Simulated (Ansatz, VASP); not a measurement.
# InAs: VASP beside Ansatz

```
CELL_PARAMETERS angstrom
0.00000 2.77255 2.77255
2.77255 0.00000 2.77255
2.77255 2.77255 0.00000
ATOMIC_POSITIONS crystal
In 0.00000 0.00000 0.00000
As 0.25000 0.25000 0.25000
```

Change from the starting cell: volume scaled by 0.72, LAPW.

Alike in both runs: task single point; functional PBE; k mesh 11 × 11 × 11; occupations fermi-dirac, width 0.08 eV; no spin polarisation.

|  | VASP | Ansatz |
| --- | --- | --- |
| version | VASP 6.6.1 | Ansatz 0.2.0 |
| potentials or method | VASP PAW PBE potentials, release 64 (In_d, As), cutoff 520 eV | all-electron LAPW, scalar-relativistic |

VASP gave:

| Item | Value |
| --- | --- |
| pressure (GPa) | 34.6 |

Question: Estimate Ansatz's values.

Answer: Pressure (GPa): 34.4.

Ansatz ran all-electron here, so the differences hold the error of VASP's frozen core and of both bases.

Caveats: so large a pressure means that the cell lies far from this level's equilibrium, or that cutoff or potentials fall short (VASP). A k mesh can miss the band edges.
